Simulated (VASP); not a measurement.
## HgTe (Coloradoite): relaxation of cell and atoms with r2SCAN

The system is HgTe (Coloradoite).

```
Hg Te
1.0
     0.00000    3.21450    3.21450
     3.21450    0.00000    3.21450
     3.21450    3.21450    0.00000
Hg Te
1 1
Cartesian
  0.0000 0.0000 0.0000
  1.6073 1.6073 1.6073
```

- Program: VASP 6.6.1
- Task: relaxation of cell and atoms
- Functional: r2SCAN
- Potentials or basis: VASP PAW PBE potentials, release 64 (Hg, Te)
- Cutoff: 600 eV
- k mesh: 10 × 10 × 10
- Occupations: gaussian, width 0.03 eV
- Spin: no spin polarisation
- Further INCAR settings: ALGO = Normal; EDIFF = 1e-06; IBRION = 2; EDIFFG = -0.01; NSW = 90; ISIF = 3

| Property | Result |
| --- | --- |
| Relaxed volume | 35.56 Å³/atom |
| Relaxed cell | a = 4.650 Å, b = 4.650 Å, c = 4.650 Å, α = 60.00°, β = 60.00°, γ = 60.00° |
| Space group after relaxing (to 0.05 Å) | F-43m (No. 216) |
| Energy gained by relaxing | 22.2 meV/atom |
| Ionic steps | 3 |
| Pressure after relaxing | 0.0 GPa |
| Band gap on the k mesh | none (metal or under the smearing width) |

The path:
```csv
step,energy change (eV),largest force (eV/Å),pressure (GPa),volume (Å³)
1,0.0000,0.0000,3.23,66.43
2,-0.0380,0.0000,-1.01,73.07
3,-0.0444,0.0000,0.00,71.12
```

Final structure:
```
CELL_PARAMETERS angstrom
0.00000 3.28835 3.28835
3.28835 0.00000 3.28835
3.28835 3.28835 0.00000
ATOMIC_POSITIONS crystal
Hg 0.00000 0.00000 0.00000
Te 0.25000 0.25000 0.25000
```

Levels at points of the mesh, in eV from the Fermi level:
```
           k point  band 5  band 6  band 7  band 8  band 9  band 10  band 11  band 12  band 13
(0.00, 0.00, 0.00)   -6.84   -6.84   -0.56   -0.01   -0.01    -0.01     4.66     4.66     4.66
(0.50, 0.00, 0.00)   -6.83   -6.56   -5.31   -0.93   -0.93     0.93     5.42     5.42     7.14
(0.50, 0.50, 0.00)   -6.79   -6.42   -5.30   -2.14   -2.14     2.09     2.86     8.50     9.22
```

It took 9.1 min on 1 thread of Intel(R) Xeon(R) Platinum 8488C (Sapphire Rapids), on a shared host, peak memory 0.28 GiB.

Caveat: the PAW data sets were made with another functional, which shifts forces and pressure a little. Spin-orbit coupling is left out, which matters for the levels of Hg, Te.
